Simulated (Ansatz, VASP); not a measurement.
# Hf2C: VASP beside Ansatz

```
Hf C
1.0
     0.00000    2.85599    2.85599
     2.85599    0.00000    2.85599
     2.85599    2.85599    0.00000
Hf C
2 1
Direct
  0.25000 0.25000 0.25000
  0.75000 0.75000 0.75000
  0.00000 0.00000 0.00000
```

Change from the starting cell: species swapped into the Al2Pd type (Fm-3m, No. 225).

Alike in both runs: functional PBE; k mesh 6 × 6 × 6; occupations gaussian, width 0.1 eV; no spin polarisation.

Ansatz relaxed the structure, and its values are those at the end. VASP's run is a single point on that final structure, the one shown.

|  | VASP | Ansatz |
| --- | --- | --- |
| version | VASP 6.6.1 | Ansatz 0.2.0 |
| potentials or method | VASP PAW PBE potentials, release 64 (Hf_pv, C) | scalar-relativistic, plane waves, PAW |
| plane-wave cutoff (eV) | 520 | 420 |
| valence electrons in the cell | 24 | 56 |

|  | VASP | Ansatz | Ansatz less VASP |
| --- | --- | --- | --- |
| gap on the k mesh at the Fermi level (eV) | none | none | - |
| pressure (GPa) | -0.7 | -0.1 | +0.60 |

A gap of «none» marks a metal or a gap that the smearing closes. The two sets of potentials don't hold the same shells in valence.

Spin-orbit coupling is left out, which matters for the levels of Hf.
